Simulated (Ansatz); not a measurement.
HgTe, DFT, PBEsol, all-electron LAPW, scalar-relativistic (Ansatz 0.2.0), run on 1 thread of Arm Neoverse V1 on a shared host.

The cell comes from COD entry 1538296, which wasn't checked; take it as a given geometry. The listed cell was then made from it by scaling, straining or moving an atom.

Command: `ansatz run input.yaml --threads 1 --pin off --max-ram 3072MiB --backend cpu --events-out ev --progress --plain --runs-dir out`

```yaml
crystal:
  lattice:
    - [-0.029215, 2.9068925, 2.9068925]
    - [2.9068925, -0.029215, 2.9068925]
    - [2.9068925, 2.9068925, -0.029215]
  atoms:
    - { symbol: Hg, position: [0.0, 0.0, 0.0] }
    - { symbol: Te, position: [0.5, 0.5, 0.5] }
kpoints:
  mp_grid: { grid: [12, 12, 12] }
  band_path:
    path:
      - [0.0, 0.0, 0.0]
      - [0.5, 0.5, 0.5]
      - [0.2525443832, 0.5, 0.7474556168]
      - [-0.2525443832, 0.2525443832, 0.5]
      - [0.0, 0.0, 0.5]
      - [0.0, 0.0, 0.0]
      - [-0.3762721916, 0.0, 0.3762721916]
      - [0.0, 0.3762721916, 0.6237278084]
      - [0.0, 0.5, 0.5]
    npoints: 5
scf:
  occupations: { method: fermi_dirac, width: 0.08 }
hamiltonian:
  xc: pbesol
  pseudopotentials: { kind: all_electron, lapw: { basis_error: 0.001 } }
output:
  forces: true
  stress: true
  eigenvalues: true
```

How large is the problem that the program sets up?

189 irreducible k-points, 411 plane waves at Γ, 35 bands.

Estimate the wall time and the peak memory.

78 s of wall time for 7 SCF iterations, with a peak of 0.8 GiB. Times on shared machines scatter by tens of per cent.
